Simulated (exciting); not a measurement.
# V (Im-3m) in exciting: further runs

Runs on V. Level: LDA-HL. Tasks: equation of state.

Program: exciting (release sodium). These are calculated values, not measurements. Logs are shortened: lines on timing, memory, paths and dates and some standing lists are left out, and cuts for length are marked.

## Step 1: The crystal as given

The structure is cubic, space group Im-3m (No. 229). Conventional cell: a = 3.029 Å, b = 3.029 Å, c = 3.029 Å, α = 90.00°, β = 90.00°, γ = 90.00°. V (site symmetry m-3m) is surrounded by 8 V at 2.62 Å.

## Step 2: Equation of state, LDA-HL, collinear spin, ferromagnetic start, 13.06 Å³/atom (volume scaled by 0.94)

The input, input.xml:

```xml
<input>
  <title>V</title>
  <structure speciespath="./" tshift="false">
    <crystal scale="4.8554375667">
      <basevect>-0.577350269184 0.577350269184 0.577350269184</basevect>
      <basevect>0.577350269184 -0.577350269184 0.577350269184</basevect>
      <basevect>0.577350269184 0.577350269184 -0.577350269184</basevect>
    </crystal>
    <species speciesfile="V.xml" rmt="2">
      <atom coord="0.000000000000 0.000000000000 0.000000000000" bfcmt="0 0 -8"/>
    </species>
  </structure>
  <groundstate do="fromscratch" ngridk="7 7 7" rgkmax="9" gmaxvr="14" lmaxapw="10" lmaxmat="10" lmaxvr="8" stype="Gaussian" swidth="0.00499791" nempty="20" ValenceRelativity="iora*" epsengy="1e-05" epspot="1e-05" maxscl="90" outputlevel="normal">
    <libxc exchange="XC_LDA_X" correlation="XC_LDA_C_HL"/>
    <spin reducebf="0.5"/>
  </groundstate>
</input>
```

Potentials or basis: all-electron LAPW+lo, shipped species files, valence relativity iora*.

Command:

```
$ OMP_NUM_THREADS=1 exciting_smp
```

INFO.OUT:

```text
================================================================================
EXCITING SODIUM started
[... 10 lines left out ...]

 Lattice vectors (cartesian) :
     -2.8032881861      2.8032881861      2.8032881861
      2.8032881861     -2.8032881861      2.8032881861
      2.8032881861      2.8032881861     -2.8032881861

 Reciprocal lattice vectors (cartesian) :
      0.0000000000      1.1206813017      1.1206813017
      1.1206813017      0.0000000000      1.1206813017
      1.1206813017      1.1206813017      0.0000000000

 Unit cell volume                           :      88.1177159831
 Brillouin zone volume                      :       2.8149868693

 Species :    1 (V)
     parameters loaded from                 :    V.xml
     name                                   :    vanadium
     nuclear charge                         :     -23.00000000
     electronic charge                      :      23.00000000
     atomic mass                            :   92860.67376000
     muffin-tin radius                      :       2.00000000
     # of radial points in muffin-tin       :     350

     atomic positions (lattice) :
       1 :   0.00000000  0.00000000  0.00000000

     magnetic fields (cartesian) :
       1 :   0.00000000  0.00000000 -8.00000000

 Total number of atoms per unit cell        :       1

 Spin treatment                             :    spin-polarised
 Global magnetic field (cartesian) :        0.00000000   0.00000000   0.00000000
 collinear magnetisation in z-direction

 Number of Bravais lattice symmetries       :      48
 Number of crystal symmetries               :      48

 k-point grid                               :       7    7    7
 Total number of k-points                   :      20
 k-point set is reduced with crystal symmetries

 R^MT_min * |G+k|_max (rgkmax)              :       9.00000000
 Species with R^MT_min                      :       1 (V)
 Maximum |G+k| for APW functions            :       4.50000000
 Maximum |G| for potential and density      :      14.00000000

 G-vector grid sizes                        :      24    24    24
 Total number of G-vectors                  :    4093

 Maximum angular momentum used for
     APW functions                          :      10
     computing H and O matrix elements      :      10
     potential and density                  :       8
     inner part of muffin-tin               :       2

 Total nuclear charge                       :     -23.00000000
 Total electronic charge                    :      23.00000000
 Total core charge                          :      10.00000000
 Total valence charge                       :      13.00000000

 Number of empty states                     :      20
 Total number of valence states             :      54

 Maximum Hamiltonian size                   :     157
 Maximum number of plane-waves              :     144
 Total number of local-orbitals             :      13

 Exchange-correlation type                  :     100
     libxc; exchange: Slater exchange; correlation: Hedin & Lundqvist (see libxc for references)

 Smearing scheme                            :    Gaussian
 Smearing width                             :       0.00499791

 Using multisecant Broyden potential mixing
[... 16 lines left out ...]
+ SCF iteration number :    1                                                  +
++++++++++++++++++++++++++++++++++++++++++++++++++++++++++++++++++++++++++++++++
 Total energy                               :      -943.59380513
 _______________________________________________________________
 Fermi energy                               :         0.42757414
 Kinetic energy                             :       958.43226229
 Coulomb energy                             :     -1858.73532935
 Exchange energy                            :       -41.40860855
 Correlation energy                         :        -1.88212952
 No external B-field energy in total energy

 DOS at Fermi energy (states/Ha/cell)       :        38.69555749

 Electron charges :
[... 38 lines left out ...]
 Total energy                               :      -947.17377509
 _______________________________________________________________
 Fermi energy                               :         0.40293286
 Kinetic energy                             :       956.77352112
 Coulomb energy                             :     -1860.49434886
 Exchange energy                            :       -41.56623320
 Correlation energy                         :        -1.88671415
 No external B-field energy in total energy
[... 573 lines left out ...]
 Moments :
     interstitial                           :         0.00000457
     moment in muffin-tin spheres :
                  atom     1     V          :         0.00001236
     total moment in muffin-tins            :         0.00001236
     total moment                           :         0.00001693

 RMS change in effective potential (target) :  0.361077E-07  ( 0.100000E-04)
 Absolute change in total energy   (target) :  0.205378E-05  ( 0.100000E-04)
 Charge distance                   (target) :  0.172553E-07  ( 0.100000E-04)

++++++++++++++++++++++++++++++++++++++++++++++++++++++++++++++++++++++++++++++++
+ SCF iteration number :   20                                                  +
++++++++++++++++++++++++++++++++++++++++++++++++++++++++++++++++++++++++++++++++
 Total energy                               :      -947.39324117
 _______________________________________________________________
 Fermi energy                               :         0.40134683
 Kinetic energy                             :       956.67757264
 Coulomb energy                             :     -1860.60580816
 Exchange energy                            :       -41.57789861
 Correlation energy                         :        -1.88710704
 No external B-field energy in total energy

 DOS at Fermi energy (states/Ha/cell)       :        39.72633933

 Electron charges :
     core                                   :        10.00000000
     core leakage                           :         0.00000001
     valence                                :        13.00000000
     interstitial                           :         2.26953405
     charge in muffin-tin spheres :
                  atom     1     V          :        20.73046595
     total charge in muffin-tins            :        20.73046595
     total charge                           :        23.00000000

 Moments :
     interstitial                           :         0.00000333
     moment in muffin-tin spheres :
                  atom     1     V          :         0.00000879
     total moment in muffin-tins            :         0.00000879
     total moment                           :         0.00001212

 RMS change in effective potential (target) :  0.295732E-07  ( 0.100000E-04)
 Absolute change in total energy   (target) :  0.553421E-06  ( 0.100000E-04)
 Charge distance                   (target) :  0.206511E-08  ( 0.100000E-04)

++++++++++++++++++++++++++++++++++++++++++++++++++++++++++++++++++++++++++++++++
| Convergency criteria checked for the last 2 iterations                       +
| Convergence targets achieved. Performing final SCF iteration                 +
++++++++++++++++++++++++++++++++++++++++++++++++++++++++++++++++++++++++++++++++
 Total energy                               :      -947.39324203
 _______________________________________________________________
 Fermi energy                               :         0.40134684
 Kinetic energy                             :       956.67757227
 Coulomb energy                             :     -1860.60580858
 Exchange energy                            :       -41.57789867
 Correlation energy                         :        -1.88710704
 No external B-field energy in total energy

 DOS at Fermi energy (states/Ha/cell)       :        39.72633550

 Electron charges :
     core                                   :        10.00000000
     core leakage                           :         0.00000001
     valence                                :        13.00000000
     interstitial                           :         2.26953397
     charge in muffin-tin spheres :
                  atom     1     V          :        20.73046603
     total charge in muffin-tins            :        20.73046603
     total charge                           :        23.00000000

 Moments :
     interstitial                           :         0.00000228
     moment in muffin-tin spheres :
                  atom     1     V          :         0.00000592
     total moment in muffin-tins            :         0.00000592
     total moment                           :         0.00000820

++++++++++++++++++++++++++++++++++++++++++++++++++++++++++++++++++++++++++++++++
[... 12 lines left out ...]
| EXCITING SODIUM stopped                                                      =
================================================================================
```

Wall time 37 s (1 thread of Arm Neoverse V1, shared host); peak memory 0.11 GiB.

What came out:

* Free energy: -25779.8969 eV
* Band gap on the k mesh: none (metal or under the smearing width)
* Net moment: 0.00 μB per cell
* All electrons inside the program's atomic spheres: V 20.73 (radii V 2.0 bohr)
* Density of states at the Fermi level: 1.46 states/eV per cell

Caveat: the k mesh is coarse (spacing up to 0.43 Å⁻¹), so the values aren't converged; the log's total energy holds no entropy term; the free energy is that total less TS from the occupations; the starting moments collapsed, and a magnetic state may lie lower.

## Step 3: Equation of state, LDA-HL, collinear spin, ferromagnetic start, 13.34 Å³/atom (volume scaled by 0.96)

input.xml: that of step 2 with these lines changed.

```diff
@@ -3,6 +3,6 @@
   <structure speciespath="./" tshift="false">
-    <crystal scale="4.8554375667">
-      <basevect>-0.577350269184 0.577350269184 0.577350269184</basevect>
-      <basevect>0.577350269184 -0.577350269184 0.577350269184</basevect>
-      <basevect>0.577350269184 0.577350269184 -0.577350269184</basevect>
+    <crystal scale="4.8896319157">
+      <basevect>-0.577350269185 0.577350269185 0.577350269185</basevect>
+      <basevect>0.577350269185 -0.577350269185 0.577350269185</basevect>
+      <basevect>0.577350269185 0.577350269185 -0.577350269185</basevect>
     </crystal>
```

Potentials or basis: all-electron LAPW+lo, shipped species files, valence relativity iora*.

Command:

```
$ OMP_NUM_THREADS=1 exciting_smp
```

Wall time 37 s (1 thread of Arm Neoverse V1, shared host); peak memory 0.11 GiB.

It converged, with:

| Item | Value |
| --- | --- |
| Free energy | -25779.8827 eV |
| Band gap on the k mesh | none (metal or under the smearing width) |
| Net moment | 0.00 μB per cell |
| All electrons inside the program's atomic spheres | V 20.71 (radii V 2.0 bohr) |
| Density of states at the Fermi level | 1.41 states/eV per cell |

Caveat: the k mesh is coarse (spacing up to 0.42 Å⁻¹), so the values aren't converged; the log's total energy holds no entropy term; the free energy is that total less TS from the occupations; the starting moments collapsed, and a magnetic state may lie lower.

## Step 4: Equation of state, LDA-HL, collinear spin, ferromagnetic start, 13.61 Å³/atom (volume scaled by 0.98)

input.xml: that of step 3 with these lines changed.

```diff
@@ -3,6 +3,6 @@
   <structure speciespath="./" tshift="false">
-    <crystal scale="4.8896319157">
-      <basevect>-0.577350269185 0.577350269185 0.577350269185</basevect>
-      <basevect>0.577350269185 -0.577350269185 0.577350269185</basevect>
-      <basevect>0.577350269185 0.577350269185 -0.577350269185</basevect>
+    <crystal scale="4.9233545806">
+      <basevect>-0.577350269189 0.577350269189 0.577350269189</basevect>
+      <basevect>0.577350269189 -0.577350269189 0.577350269189</basevect>
+      <basevect>0.577350269189 0.577350269189 -0.577350269189</basevect>
     </crystal>
```

Command:

```
$ OMP_NUM_THREADS=1 exciting_smp
```

It took 48 s on 1 thread of Arm Neoverse V1, shared host; peak memory 0.11 GiB.

Results (log left out):

```yaml
Free_energy: -25779.8623 eV
Band_gap_on_the_k_mesh: none (metal or under the smearing width)
Net_moment: 0.00 μB per cell
All_electrons_inside_the_program's_atomic_spheres: V 20.69 (radii V 2.0 bohr)
Density_of_states_at_the_Fermi_level: 1.40 states/eV per cell
```

Caveat: the k mesh is coarse (spacing up to 0.42 Å⁻¹), so the values aren't converged; the log's total energy holds no entropy term; the free energy is that total less TS from the occupations; the starting moments collapsed, and a magnetic state may lie lower.

## Step 5: Equation of state, LDA-HL, collinear spin, ferromagnetic start, 13.89 Å³/atom

input.xml: that of step 4 with these lines changed.

```diff
@@ -3,6 +3,6 @@
   <structure speciespath="./" tshift="false">
-    <crystal scale="4.9233545806">
-      <basevect>-0.577350269189 0.577350269189 0.577350269189</basevect>
-      <basevect>0.577350269189 -0.577350269189 0.577350269189</basevect>
-      <basevect>0.577350269189 0.577350269189 -0.577350269189</basevect>
+    <crystal scale="4.9566214992">
+      <basevect>-0.577350269188 0.577350269188 0.577350269188</basevect>
+      <basevect>0.577350269188 -0.577350269188 0.577350269188</basevect>
+      <basevect>0.577350269188 0.577350269188 -0.577350269188</basevect>
     </crystal>
```

Command:

```
$ OMP_NUM_THREADS=1 exciting_smp
```

It took 41 s on 1 thread of Arm Neoverse V1, shared host; peak memory 0.11 GiB.

Results (log left out):

```
Free energy                                       : -25779.8358 eV
Band gap on the k mesh                            : none (metal or under the smearing width)
Net moment                                        : 0.00 μB per cell
All electrons inside the program's atomic spheres : V 20.68 (radii V 2.0 bohr)
Density of states at the Fermi level              : 1.40 states/eV per cell
```

Caveat: the k mesh is coarse (spacing up to 0.42 Å⁻¹), so the values aren't converged; the log's total energy holds no entropy term; the free energy is that total less TS from the occupations; the starting moments collapsed, and a magnetic state may lie lower.

## Step 6: Equation of state, LDA-HL, collinear spin, ferromagnetic start, 14.17 Å³/atom (volume scaled by 1.02)

input.xml: that of step 5 with these lines changed.

```diff
@@ -3,6 +3,6 @@
   <structure speciespath="./" tshift="false">
-    <crystal scale="4.9566214992">
-      <basevect>-0.577350269188 0.577350269188 0.577350269188</basevect>
-      <basevect>0.577350269188 -0.577350269188 0.577350269188</basevect>
-      <basevect>0.577350269188 0.577350269188 -0.577350269188</basevect>
+    <crystal scale="4.9894477637">
+      <basevect>-0.577350269190 0.577350269190 0.577350269190</basevect>
+      <basevect>0.577350269190 -0.577350269190 0.577350269190</basevect>
+      <basevect>0.577350269190 0.577350269190 -0.577350269190</basevect>
     </crystal>
```

Potentials or basis: all-electron LAPW+lo, shipped species files, valence relativity iora*.

Command:

```
$ OMP_NUM_THREADS=1 exciting_smp
```

Run time: 44 s. Hardware: 1 thread of Arm Neoverse V1, shared host; peak memory 0.1 GiB.

The run converged. Its results:

```yaml
Free_energy: -25779.8043 eV
Band_gap_on_the_k_mesh: none (metal or under the smearing width)
Net_moment: 0.00 μB per cell
All_electrons_inside_the_program's_atomic_spheres: V 20.66 (radii V 2.0 bohr)
Density_of_states_at_the_Fermi_level: 1.43 states/eV per cell
```

Caveat: the k mesh is coarse (spacing up to 0.42 Å⁻¹), so the values aren't converged; the log's total energy holds no entropy term; the free energy is that total less TS from the occupations; the starting moments collapsed, and a magnetic state may lie lower.

## Step 7: Equation of state, LDA-HL, collinear spin, ferromagnetic start, 14.45 Å³/atom (volume scaled by 1.04)

input.xml: that of step 6 with these lines changed.

```diff
@@ -3,6 +3,6 @@
   <structure speciespath="./" tshift="false">
-    <crystal scale="4.9894477637">
-      <basevect>-0.577350269190 0.577350269190 0.577350269190</basevect>
-      <basevect>0.577350269190 -0.577350269190 0.577350269190</basevect>
-      <basevect>0.577350269190 0.577350269190 -0.577350269190</basevect>
+    <crystal scale="5.0218476832">
+      <basevect>-0.577350269185 0.577350269185 0.577350269185</basevect>
+      <basevect>0.577350269185 -0.577350269185 0.577350269185</basevect>
+      <basevect>0.577350269185 0.577350269185 -0.577350269185</basevect>
     </crystal>
```

Command:

```
$ OMP_NUM_THREADS=1 exciting_smp
```

It took 42 s on 1 thread of Arm Neoverse V1, shared host; peak memory 0.1 GiB.

The run converged. Its results:

```yaml
Free_energy: -25779.7681 eV
Band_gap_on_the_k_mesh: none (metal or under the smearing width)
Net_moment: 0.00 μB per cell
All_electrons_inside_the_program's_atomic_spheres: V 20.65 (radii V 2.0 bohr)
Density_of_states_at_the_Fermi_level: 1.46 states/eV per cell
```

Caveat: the k mesh is coarse (spacing up to 0.41 Å⁻¹), so the values aren't converged; the log's total energy holds no entropy term; the free energy is that total less TS from the occupations; the starting moments collapsed, and a magnetic state may lie lower.

## Step 8: Equation of state, LDA-HL, collinear spin, ferromagnetic start, 14.72 Å³/atom (volume scaled by 1.06)

input.xml: that of step 7 with these lines changed.

```diff
@@ -3,6 +3,6 @@
   <structure speciespath="./" tshift="false">
-    <crystal scale="5.0218476832">
-      <basevect>-0.577350269185 0.577350269185 0.577350269185</basevect>
-      <basevect>0.577350269185 -0.577350269185 0.577350269185</basevect>
-      <basevect>0.577350269185 0.577350269185 -0.577350269185</basevect>
+    <crystal scale="5.0538348364">
+      <basevect>-0.577350269184 0.577350269184 0.577350269184</basevect>
+      <basevect>0.577350269184 -0.577350269184 0.577350269184</basevect>
+      <basevect>0.577350269184 0.577350269184 -0.577350269184</basevect>
     </crystal>
```

Command:

```
$ OMP_NUM_THREADS=1 exciting_smp
```

It took 40 s on 1 thread of Arm Neoverse V1, shared host; peak memory 0.11 GiB.

It converged, with:

- Free energy: -25779.7289 eV
- Band gap on the k mesh: none (metal or under the smearing width)
- Net moment: 0.00 μB per cell
- All electrons inside the program's atomic spheres: V 20.63 (radii V 2.0 bohr)
- Density of states at the Fermi level: 1.50 states/eV per cell

Caveat: the k mesh is coarse (spacing up to 0.41 Å⁻¹), so the values aren't converged; the log's total energy holds no entropy term; the free energy is that total less TS from the occupations; the starting moments collapsed, and a magnetic state may lie lower.

## Step 9: Equation of state, LDA-HL, collinear spin, ferromagnetic start

Potentials or basis: all-electron LAPW+lo, shipped species files, valence relativity iora*.

This step only gathers the single runs of the series.

What came out:

| Item | Value |
| --- | --- |
| Equilibrium volume | outside the volumes run |

Energy against volume, from the lowest point:
| volume (Å³/atom) | energy (meV/atom) |
| --- | --- |
| 13.058 | 0.00 |
| 13.336 | 14.19 |
| 13.613 | 34.60 |
| 13.891 | 61.12 |
| 14.169 | 92.62 |
| 14.447 | 128.84 |
| 14.725 | 168.06 |

Caveat: the k mesh is coarse (spacing up to 0.42 Å⁻¹), so the values aren't converged; the minimum lies outside the volumes run.
